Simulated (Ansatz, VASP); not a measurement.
# Cross-check of In13As13H30 (InAs wire along [111], 26 atoms a period, H-terminated) between VASP and Ansatz

Wanted: the spread between two codes on one cell, functional and k mesh. The structure shown is the start of the Ansatz relaxation below; VASP solves that cell, so the two are compared at the walk's first step.

Main program and level: Ansatz 0.2.0; plane waves, with VASP 6.6.1 beside it; single point at PBE.

### Step 1. The structure

The cell holds 56 atoms: 13 In, 13 As and 30 H. Cell: a = 18.461 Å, b = 17.521 Å, c = 10.721 Å, α = 90.0°, β = 90.0°, γ = 90.0°. Vacuum lies along a and b. The structure's axis is c.

### Step 2. Ansatz: relaxation, PBE

Ansatz runs on its PAW soft_1 files.

The two programs are compared at the cell with which this relaxation starts, whose forces are those of its first step.

File input.yaml:

```yaml
crystal:
  lattice:
    - [18.461, 0.0, 0.0]
    - [0.0, 17.521, 0.0]
    - [0.0, 0.0, 10.7213944989]
  atoms:
    - { symbol: In, position: [0.381445176, 0.434065237, 0.0] }
    - { symbol: In, position: [0.618539103, 0.434065237, 0.0] }
    - { symbol: As, position: [0.381445176, 0.434065237, 0.25] }
    - { symbol: As, position: [0.49999214, 0.650410501, 0.25] }
    - { symbol: As, position: [0.618539103, 0.434065237, 0.25] }
    - { symbol: H, position: [0.302719002, 0.626186518, 0.277992274] }
    - { symbol: H, position: [0.49999214, 0.266167939, 0.277992274] }
    - { symbol: H, position: [0.697265278, 0.626186518, 0.277992274] }
    - { symbol: H, position: [0.312891485, 0.392362308, 0.298190249] }
    - { symbol: H, position: [0.49999214, 0.733816358, 0.298190249] }
    - { symbol: H, position: [0.687092794, 0.392362308, 0.298190249] }
    - { symbol: In, position: [0.381445176, 0.578295413, 0.333333333] }
    - { symbol: In, position: [0.49999214, 0.361950149, 0.333333333] }
    - { symbol: In, position: [0.618539103, 0.578295413, 0.333333333] }
    - { symbol: As, position: [0.381445176, 0.578295413, 0.583333333] }
    - { symbol: As, position: [0.49999214, 0.361950149, 0.583333333] }
    - { symbol: As, position: [0.618539103, 0.578295413, 0.583333333] }
    - { symbol: H, position: [0.184172038, 0.55407143, 0.611325607] }
    - { symbol: H, position: [0.262898213, 0.410398115, 0.611325607] }
    - { symbol: H, position: [0.302719002, 0.337726165, 0.611325607] }
    - { symbol: H, position: [0.302719002, 0.770416694, 0.611325607] }
    - { symbol: H, position: [0.381445176, 0.194052851, 0.611325607] }
    - { symbol: H, position: [0.460171351, 0.770416694, 0.611325607] }
    - { symbol: H, position: [0.539812928, 0.770416694, 0.611325607] }
    - { symbol: H, position: [0.618539103, 0.194052851, 0.611325607] }
    - { symbol: H, position: [0.697265278, 0.770416694, 0.611325607] }
    - { symbol: H, position: [0.697265278, 0.337726165, 0.611325607] }
    - { symbol: H, position: [0.737086066, 0.410398115, 0.611325607] }
    - { symbol: H, position: [0.815812241, 0.55407143, 0.611325607] }
    - { symbol: In, position: [0.262898213, 0.506180325, 0.666666667] }
    - { symbol: In, position: [0.381445176, 0.28983506, 0.666666667] }
    - { symbol: In, position: [0.381445176, 0.722525589, 0.666666667] }
    - { symbol: In, position: [0.49999214, 0.506180325, 0.666666667] }
    - { symbol: In, position: [0.618539103, 0.722525589, 0.666666667] }
    - { symbol: In, position: [0.618539103, 0.28983506, 0.666666667] }
    - { symbol: In, position: [0.737086066, 0.506180325, 0.666666667] }
    - { symbol: As, position: [0.262898213, 0.506180325, 0.916666667] }
    - { symbol: As, position: [0.381445176, 0.28983506, 0.916666667] }
    - { symbol: As, position: [0.381445176, 0.722525589, 0.916666667] }
    - { symbol: As, position: [0.49999214, 0.506180325, 0.916666667] }
    - { symbol: As, position: [0.618539103, 0.722525589, 0.916666667] }
    - { symbol: As, position: [0.618539103, 0.28983506, 0.916666667] }
    - { symbol: As, position: [0.737086066, 0.506180325, 0.916666667] }
    - { symbol: H, position: [0.194344522, 0.464477396, 0.964856915] }
    - { symbol: H, position: [0.262898213, 0.589586181, 0.964856915] }
    - { symbol: H, position: [0.312891485, 0.248132132, 0.964856915] }
    - { symbol: H, position: [0.312891485, 0.680822661, 0.964856915] }
    - { symbol: H, position: [0.381445176, 0.805931446, 0.964856915] }
    - { symbol: H, position: [0.449998868, 0.248132132, 0.964856915] }
    - { symbol: H, position: [0.549985411, 0.248132132, 0.964856915] }
    - { symbol: H, position: [0.618539103, 0.805931446, 0.964856915] }
    - { symbol: H, position: [0.687092794, 0.680822661, 0.964856915] }
    - { symbol: H, position: [0.687092794, 0.248132132, 0.964856915] }
    - { symbol: H, position: [0.737086066, 0.589586181, 0.964856915] }
    - { symbol: H, position: [0.805639758, 0.464477396, 0.964856915] }
    - { symbol: In, position: [0.49999214, 0.650410501, 0.0] }
kpoints:
  mp_grid: { grid: [1, 1, 8] }
scf:
  occupations: { method: fermi_dirac, width: 0.05 }
hamiltonian:
  xc: pbe
  pseudopotentials: { kind: paw, azcp: { folder: soft_1 } }
relax:
  cell: { fix: [a, b, alpha, beta, gamma] }
  max_steps: 45
  f_tol: 0.03
```

Launch:

```sh
$ ansatz run input.yaml --threads 4 --pin off --max-ram 16384MiB --backend cpu --events-out ev --progress --plain --runs-dir out
```

Numbers of over 12 decimals in the logs are rounded to 6 here.

Log:

```text
Engine: ansatz 0.2.0, aarch64-unknown-linux-gnu
Pseudopotentials: kind: paw
Pseudopotential: In, paw, valence charge 13, recommended cutoff 420 eV (normal), soft_1/In.paw.azcp
Pseudopotential: As, paw, valence charge 15, recommended cutoff 420 eV (normal), soft_1/As.paw.azcp
Pseudopotential: H, paw, valence charge 1, recommended cutoff 420 eV (normal), soft_1/H.paw.azcp
Functional definition: PBE
  parameter kappa = 0.804
  parameter beta = 0.066725
  exchange = pbe_x(kappa = kappa, mu = beta*pi^2/3)
  correlation = pbe_c(beta = beta)
Crystal: 56 atoms, lattice volume = 3467.891 Å³
Basis set: ecut = 420 eV, 67797 PW (Γ), exchange–correlation on 250×240×144 points (8 copies of the dense FFT grid, shifted against one another)
Bands: 253, of which v1, the nominal top of the filled ones, is band 197 counted from 1 (196 counted from 0)
Symmetry: 2 space group operations
Space group: Pm (ITA 6), of the structure as read, at distance tolerance 1.5e-4 Å
k-points: 5 of 8 (time reversal used)
Non-local potential: In, projectors of the file, l = 0: 2, l = 1: 2, l = 2: 2, l = 3: 1
Non-local potential: As, projectors of the file, l = 0: 2, l = 1: 2, l = 2: 3, l = 3: 1
Non-local potential: H, projectors of the file, l = 0: 2, l = 1: 1
PAW form: soft (Blöchl's): semilocal exchange-correlation on the pseudo side does not see the compensation charge
PAW one-centre angular grid: In, 590 points (default); XC on 64 Gauss nodes
PAW one-centre angular grid: As, 590 points (default); XC on 64 Gauss nodes
PAW one-centre angular grid: H, 110 points (default); XC on 64 Gauss nodes
Initial density: superposition of atomic densities (neutral atoms: chi_scale 0, normalization atom)
Initial wavefunctions: pseudopotential atomic-orbital guess
Functional: x = pbe(κ = 0.804, μ = 0.219515), c = pbe(β = 0.066725)
SCF iter   1: F=—  HF=-136379.708977 eV  |F-HF|=—  |Δ(HF+E_count)|=         —  Δρ=2.82e-2  dr2=3.50e1  ethr=3.10e-3  ⟨swp⟩=6.8  Hψ=4671  notcnv=0  defer=110
preconditioner: auto → Resta (q_TF=auto, 1.899 Å⁻¹)  ε∞=1.6  [insulator: Δε(μ)=2.020 eV  Ē_g=13.176 eV  σ=0.050 eV  W_gap=1.00  n_scr=406 (ndim 8)  ℏωp=10.2 eV  f_vac=0.634  D(μ)=0.00/eV (n_scr^D=0)  ε∞_Penn≈1.6  vacuum switching on, ρ_ref=1.3e-2 e/Å³]
SCF iter   2: F=—  HF=-136369.904592 eV  |F-HF|=—  |Δ(HF+E_count)|=    9.80e0  Δρ=1.08e-2  dr2=4.77e0  ethr=3.10e-3  ⟨swp⟩=3.8  Hψ=1948  notcnv=0  defer=239
SCF iter   3: F=—  HF=-136369.003761 eV  |F-HF|=—  |Δ(HF+E_count)|=   9.01e-1  Δρ=4.11e-3  dr2=1.27e0  ethr=1.21e-3  ⟨swp⟩=4.0  Hψ=1710  notcnv=0  defer=224
SCF iter   4: F=—  HF=-136368.778725 eV  |F-HF|=—  |Δ(HF+E_count)|=   2.25e-1  Δρ=1.32e-3  dr2=1.26e-1  ethr=3.23e-4  ⟨swp⟩=5.2  Hψ=1496  notcnv=0  defer=224
SCF iter   5: F=—  HF=-136368.766094 eV  |F-HF|=—  |Δ(HF+E_count)|=   1.26e-2  Δρ=4.91e-4  dr2=9.26e-3  ethr=3.21e-5  ⟨swp⟩=3.4  Hψ=2254  notcnv=0  defer=222
SCF iter   6: F=—  HF=-136368.767686 eV  |F-HF|=—  |Δ(HF+E_count)|=   1.59e-3  Δρ=1.94e-4  dr2=1.28e-3  ethr=2.35e-6  ⟨swp⟩=2.4  Hψ=1881  notcnv=0  defer=222
SCF iter   7: F=—  HF=-136368.768390 eV  |F-HF|=—  |Δ(HF+E_count)|=   7.04e-4  Δρ=6.10e-5  dr2=3.18e-4  ethr=3.24e-7  ⟨swp⟩=2.0  Hψ=1353  notcnv=0  defer=222
SCF iter   8: F=—  HF=-136368.768468 eV  |F-HF|=—  |Δ(HF+E_count)|=   7.77e-5  Δρ=1.91e-5  dr2=2.21e-5  ethr=8.08e-8  ⟨swp⟩=2.0  Hψ=1353  notcnv=0  defer=222
SCF iter   9: F=—  HF=-136368.768339 eV  |F-HF|=—  |Δ(HF+E_count)|=   1.29e-4  Δρ=7.40e-6  dr2=3.52e-6  ethr=5.61e-9  ⟨swp⟩=2.0  Hψ=2103  notcnv=0  defer=222
SCF iter  10: F=—  HF=-136368.768341 eV  |F-HF|=—  |Δ(HF+E_count)|=   2.28e-6  Δρ=3.10e-6  dr2=6.26e-7  ethr=8.94e-10  ⟨swp⟩=2.0  Hψ=1588  notcnv=0  defer=222
SCF iter  11: F=-136368.768341 eV  HF=-136368.768341 eV  |F-HF|=2.62e-8  |Δ(HF+E_count)|=   3.84e-7  Δρ=1.15e-6  dr2=6.35e-8  ethr=2.54e-11  ⟨swp⟩=3.0  Hψ=4328  notcnv=0
SCF 1 converged in 11 iterations: F = -136368.768341 eV  dr2 = 6.35e-8
  greatest PAW one-centre occupation: 0.999 electrons in one spin orbital (limit 2), on the As atom at site 42 (counted from 0), in its partial waves of l = 2
relax step   1: F+E_penalty+E_count = -136368.76834120 eV  Δ(F+E_penalty+E_count) = +0.000e0 eV  max|allowed force component| = 1.251e0 eV/Å  Δτ_max = 0.0000 Å  P = -0.095 GPa  Ω = 3467.891 Å³  fix = [a, b, alpha, beta, gamma]  reactions: a -0.191, b -0.188 GPa; alpha -0.001 GPa/rad  (11 SCF iters, dr2 threshold 1.00e-7 eV, accepted)
Crystal: 56 atoms, lattice volume = 3471.716 Å³
Basis set: ecut = 420 eV, 67885 PW (Γ), exchange–correlation on 250×240×144 points (8 copies of the dense FFT grid, shifted against one another)
Initial density: handed on by an earlier stage of this run
Initial wavefunctions: those handed on with the density
iter 1 solved again at ethr=3.01e-4 eV; its pass at ethr=3.10e-3 eV (dr2=1.19e0 eV) is discarded
[...]
Free energy (F): -136372.788618 eV
Harris-Foulkes:  -136372.788618 eV  (|F-HF|=2.04e-10)
Internal energy: -136372.788618 eV  (E = F + TS)
E sigma→0 (E₀):  -136372.788618 eV
Fermi energy:    -1.660000 eV
--- Per-component energies (eV) ---
  E_band       = -7838.604082
  E_kinetic    = 4481.203937
  E_local      = -187574.084379  (includes V_loc(G=0)·N_el)
  E_nonlocal   = -842.914774
  E_hartree    = 91814.835927
  E_xc         = -3017.426005
  E_vxc        = -2433.745330  (∫ρ·V_xc dr)
  E_paw        = -80921.163150  (= ΣΔE_a)
  E_vpaw       = -5098.711582  (= ΣTr[D̂ρ^β])
  E_aug_tail   = -0.025075  (compensation charges beyond the density's cutoff)
  E_ewald      = 39686.784900
  E_smearing   = -0.000000  (= −TS)
  E_closure    = 0.000000  (closes the sum)
  Σ components = -136372.788618   (vs F -136372.788618, Δ=0.00e0)
--- Forces (eV/Å), atoms counted from 1 ---
  atom   1  In     0.00684960     0.00345080     0.00568157
  atom   2  In    -0.00684960     0.00345080     0.00568157
  atom   3  As    -0.00575980    -0.00603815     0.00111920
  atom   4  As     0.00000000     0.00723153     0.00067903
  atom   5  As     0.00575980    -0.00603815     0.00111920
  atom   6  H     -0.00687227     0.00351102     0.00363852
  atom   7  H      0.00000000    -0.00845262     0.00270729
  atom   8  H      0.00687227     0.00351102     0.00363852
  atom   9  H      0.00064286     0.00130356    -0.00234139
  atom  10  H      0.00000000    -0.00139191    -0.00219696
  atom  11  H     -0.00064286     0.00130356    -0.00234139
  atom  12  In    -0.00353335     0.00344830    -0.00309916
  atom  13  In     0.00000000    -0.00090149    -0.00398401
  atom  14  In     0.00353335     0.00344830    -0.00309916
  atom  15  As     0.02128486    -0.01296451    -0.01365704
  atom  16  As     0.00000000     0.01935090    -0.00868045
  atom  17  As    -0.02128486    -0.01296451    -0.01365704
  atom  18  H     -0.00126061     0.00969199    -0.00115160
  atom  19  H      0.00399049    -0.00066799    -0.00836735
  atom  20  H     -0.00139905     0.00302326    -0.00554472
  atom  21  H     -0.00823921    -0.00325367    -0.00060912
  atom  22  H      0.00743233    -0.00534067     0.00000550
  atom  23  H      0.00274124    -0.00261893    -0.00699778
  atom  24  H     -0.00274124    -0.00261893    -0.00699778
[...]
atom  49  H     -0.00723904     0.00381705    -0.00091682
  atom  50  H      0.00723904     0.00381705    -0.00091682
  atom  51  H      0.00218984     0.00137222    -0.00243227
  atom  52  H     -0.00662370     0.00411992     0.00038058
  atom  53  H     -0.00043311    -0.00233554    -0.00269078
  atom  54  H     -0.00059930    -0.00702769     0.00233853
  atom  55  H      0.00349990     0.00069311    -0.00233585
  atom  56  In     0.00000000    -0.00663659     0.00657895
  max |Σ_I F_I| component: 2.87e-6 eV/Å
--- Stress (GPa, compression-positive) ---
        0.008788       0.000000       0.000000
        0.000000       0.007848       0.000834
        0.000000       0.000834       0.007149
  P = ⅓ Tr σ = 0.0079 GPa (0.079 kbar)
--- Relaxed structure (7 steps of the walk, 7 accepted, 1 SCFs on fresh bases) ---
  F+E_penalty+E_count = -136372.78861849 eV   max|allowed force component| = 2.128e-2 eV/Å   (the final SCF, on the basis selected at the relaxed cell)
  cell:  # Å, volume = 3441.3202 Å³
    - [18.461, 0.0, 0.0]
    - [0.0, 17.521, 0]
    - [0.0, 0, 10.639249]
  atoms:
    - { symbol: In, position: [0.384988, 0.436302, 0.00948501] }
    - { symbol: In, position: [0.615012, 0.436302, 0.00948501] }
    - { symbol: As, position: [0.391415, 0.440086, 0.258217] }
    - { symbol: As, position: [0.5, 0.638247, 0.258201] }
    - { symbol: As, position: [0.608585, 0.440086, 0.258217] }
    - { symbol: H, position: [0.299905, 0.627803, 0.269613] }
    - { symbol: H, position: [0.5, 0.262602, 0.269700] }
    - { symbol: H, position: [0.700095, 0.627803, 0.269613] }
    - { symbol: H, position: [0.322135, 0.397858, 0.293595] }
    - { symbol: H, position: [0.5, 0.722548, 0.293757] }
    - { symbol: H, position: [0.677865, 0.397858, 0.293595] }
    - { symbol: In, position: [0.372445, 0.583755, 0.345720] }
    - { symbol: In, position: [0.5, 0.350907, 0.345556] }
    - { symbol: In, position: [0.627555, 0.583755, 0.345720] }
    - { symbol: As, position: [0.377425, 0.580722, 0.593854] }
    - { symbol: As, position: [0.5, 0.357056, 0.593695] }
    - { symbol: As, position: [0.622575, 0.580722, 0.593854] }
    - { symbol: H, position: [0.184112, 0.594909, 0.638105] }
    - { symbol: H, position: [0.236732, 0.426958, 0.597063] }
    - { symbol: H, position: [0.303389, 0.305739, 0.596433] }
    - { symbol: H, position: [0.269191, 0.749999, 0.637992] }
    - { symbol: H, position: [0.414776, 0.173555, 0.638142] }
    - { symbol: H, position: [0.433693, 0.785721, 0.596712] }
    - { symbol: H, position: [0.566307, 0.785721, 0.596712] }
    - { symbol: H, position: [0.585224, 0.173555, 0.638142] }
    - { symbol: H, position: [0.730809, 0.749999, 0.637992] }
    - { symbol: H, position: [0.696611, 0.305739, 0.596433] }
    - { symbol: H, position: [0.763268, 0.426958, 0.597063] }
    - { symbol: H, position: [0.815888, 0.594909, 0.638105] }
    - { symbol: In, position: [0.246076, 0.520833, 0.644652] }
    - { symbol: In, position: [0.385043, 0.267229, 0.644653] }
    - { symbol: In, position: [0.361081, 0.730608, 0.644619] }
    - { symbol: In, position: [0.5, 0.506187, 0.654845] }
    - { symbol: In, position: [0.638919, 0.730608, 0.644619] }
    - { symbol: In, position: [0.614957, 0.267229, 0.644653] }
    - { symbol: In, position: [0.753924, 0.520833, 0.644652] }
    - { symbol: As, position: [0.267704, 0.499993, 0.902726] }
    - { symbol: As, position: [0.378668, 0.297377, 0.902729] }
    - { symbol: As, position: [0.388948, 0.721314, 0.902740] }
    - { symbol: As, position: [0.5, 0.506241, 0.911912] }
    - { symbol: As, position: [0.611052, 0.721314, 0.902740] }
    - { symbol: As, position: [0.621332, 0.297377, 0.902729] }
    - { symbol: As, position: [0.732296, 0.499993, 0.902726] }
    - { symbol: H, position: [0.205180, 0.458008, 0.965614] }
    - { symbol: H, position: [0.257727, 0.573493, 0.976858] }
    - { symbol: H, position: [0.312896, 0.261246, 0.965525] }
    - { symbol: H, position: [0.323599, 0.693600, 0.976956] }
    - { symbol: H, position: [0.392156, 0.799381, 0.965546] }
    - { symbol: H, position: [0.434105, 0.251558, 0.976927] }
    - { symbol: H, position: [0.565895, 0.251558, 0.976927] }
    - { symbol: H, position: [0.607844, 0.799381, 0.965546] }
    - { symbol: H, position: [0.676401, 0.693600, 0.976956] }
    - { symbol: H, position: [0.687104, 0.261246, 0.965525] }
    - { symbol: H, position: [0.742273, 0.573493, 0.976858] }
    - { symbol: H, position: [0.794820, 0.458008, 0.965614] }
    - { symbol: In, position: [0.5, 0.646217, 0.00944805] }
```

In the SCF lines HF is the Harris–Foulkes energy and dr2 the Hartree energy of the density residual, in eV; the loop may stop once dr2 is under the threshold and the program's other checks hold. Hψ counts applications of the Hamiltonian.

[end of part 1 of 2]

[Lines on the potential files, build, host, timing and source positions are cut from VASP's logs without a mark.]

[Logs are printed without paths, hosts, clocks, repeated set-up lines and the standing remarks that a program may print on its own settings, such as how far it seeks lower states.]

[Hosts, paths, dates, database ids (printed as entryN), source tags and the programs' standing remarks are cut or masked in the printed files.]
